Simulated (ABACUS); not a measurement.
Crystal: ZrB2.

```
Zr B
1.0
     3.17000    0.00000    0.00000
    -1.58500    2.74530    0.00000
     0.00000    0.00000    3.53300
Zr B
1 2
Direct
  0.00000 0.00000 0.00000
  0.66667 0.33333 0.50000
  0.33333 0.66667 0.50000
```

Program: ABACUS 3.10.1. Alike in all runs: task single point; no spin polarisation; cell as given; smearing fermi-dirac 0.05 eV.

**Question.** Order these runs on this cell by their pressure, lowest first.
A. level PBE; potentials or basis PseudoDojo NC SR 0.4.1 PBE standard, plane waves; k mesh 10 × 10 × 8; cutoff (eV) 1034; radial cutoff of the potentials (pseudo_rcut) 10 bohr; SCF threshold on the density 1e-08; max SCF steps 100; eigensolver dav; mixing share 0.7; mesh quality not flagged
B. level LDA+U; potentials or basis PseudoDojo NC SR 0.4.1 LDA standard, DZP LCAO (the cutoffs set its grid); U Zr d U = 2 eV; k mesh 5 × 5 × 4; cutoff (eV) 1361; radial cutoff of the potentials (pseudo_rcut) 7 bohr; SCF threshold on the density 1e-06; max SCF steps 120; eigensolver genelpa; mixing share 0.2; mesh quality coarse
C. level LDA+U; potentials or basis PseudoDojo NC SR 0.4.1 LDA standard, DZP LCAO (the cutoffs set its grid); U Zr d U = 6 eV; k mesh 5 × 5 × 4; cutoff (eV) 1361; radial cutoff of the potentials (pseudo_rcut) 7 bohr; SCF threshold on the density 1e-06; max SCF steps 120; eigensolver genelpa; mixing share 0.2; mesh quality coarse
D. level LDA; potentials or basis PseudoDojo NC SR 0.4.1 LDA standard, DZP LCAO (the cutoffs set its grid); k mesh 5 × 5 × 4; cutoff (eV) 1361; radial cutoff of the potentials (pseudo_rcut) 7 bohr; SCF threshold on the density 1e-07; max SCF steps 100; eigensolver genelpa; mixing share 0.7; mesh quality coarse
E. level LDA+U; potentials or basis PseudoDojo NC SR 0.4.1 LDA standard, DZP LCAO (the cutoffs set its grid); U Zr d U = 8 eV; k mesh 5 × 5 × 4; cutoff (eV) 1361; radial cutoff of the potentials (pseudo_rcut) 7 bohr; SCF threshold on the density 1e-06; max SCF steps 120; eigensolver genelpa; mixing share 0.2; mesh quality coarse

**Answer.** D (-7.6 GPa), B (-4.0 GPa), A (0.8 GPa), C (3.8 GPa), E (7.9 GPa).

Caveats: some runs use coarse meshes; the atomic orbitals were generated for these runs and aren't a published set (some runs); the basis of atomic orbitals isn't converged, which shifts pressures, moduli and gaps (some runs); U without spin polarisation on a metal has little footing (some runs); the U is typed as a test and isn't derived for this compound (some runs); there are fewer bands than atomic start orbitals, so a level may be missed at k points of high symmetry (some runs).

Not every run made on this cell is shown here.
